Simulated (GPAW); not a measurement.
Write an ASE script for GPAW 26.7.0 that does the following.

- Task: single point
- Functional: PBEsol
- Potentials or basis: PAW data sets generated in the run's folder for this functional
- Cutoff: 600 eV
- Basis: pw
- k mesh: 8 × 8 × 8
- Occupations: fermi-dirac, width 0.05 eV
- Spin: no spin polarisation
- Maxiter: 150

PbS (Galena):

```
Pb S
1.0
     0.00000    2.96575    2.96575
     2.96575    0.00000    2.96575
     2.96575    2.96575    0.00000
Pb S
1 1
Direct
  0.98849 0.01386 0.99772
  0.49387 0.50530 0.49704
```

The cell isn't the ideal one: atoms moved at random, drawn with an rms of 0.05 Å.

The input as run:

run.py

```python
from ase import Atoms
from ase.dft.bandgap import bandgap
from ase.io import write
from ase.units import GPa
from gpaw import GPAW, PW, setup_paths

setup_paths.insert(0, '.')

atoms = Atoms(['Pb', 'S'],
              cell=[[0.0, 2.96575, 2.96575],
                    [2.96575, 0.0, 2.96575],
                    [2.96575, 2.96575, 0.0]],
              scaled_positions=[[-0.011512, 0.013861, -0.002276],
                                [0.493869, 0.505296, 0.497037]],
              pbc=True)

calc = GPAW(mode=PW(600),
            xc='PBEsol',
            kpts={'size': (8, 8, 8), 'gamma': True},
            occupations={'name': 'fermi-dirac', 'width': 0.05},
            nbands=19,
            convergence={'density': 1e-05, 'energy': 1e-05},
            maxiter=150,
            txt='gpaw.txt')
atoms.calc = calc
energy = atoms.get_potential_energy()
forces = atoms.get_forces()
stress = atoms.get_stress()
calc.write('gs.gpw')
write('result.traj', atoms)
print(f'Energy: {energy:.6f} eV')
print('Forces (eV/A):')
print(forces.round(4))
print('Stress (GPa):', (stress / GPa).round(3))
print('Fermi level:', round(calc.get_fermi_level(), 4), 'eV')
print(f'Gap: {bandgap(calc)[0]:.4f} eV, direct: {bandgap(calc, direct=True)[0]:.4f} eV')
```

Potentials or basis: PAW data sets generated in the run's folder for this functional, pw.

Launch:

```sh
$ gpaw-setup -f PBEsol Pb S
$ OMP_NUM_THREADS=1 python run.py
```

Results of the run:

```yaml
Pressure: -1.1 GPa
Largest_force: 0.005 eV/Å
Band_gap_on_the_k_mesh: 0.20 eV, direct
```

Caveat: spin-orbit coupling is left out, which as a rule narrows the gap of such compounds by several tenths of an eV.

Wall time 3.9 min on 1 thread of Arm Neoverse N1, with other jobs on the host, peak memory 0.37 GiB.
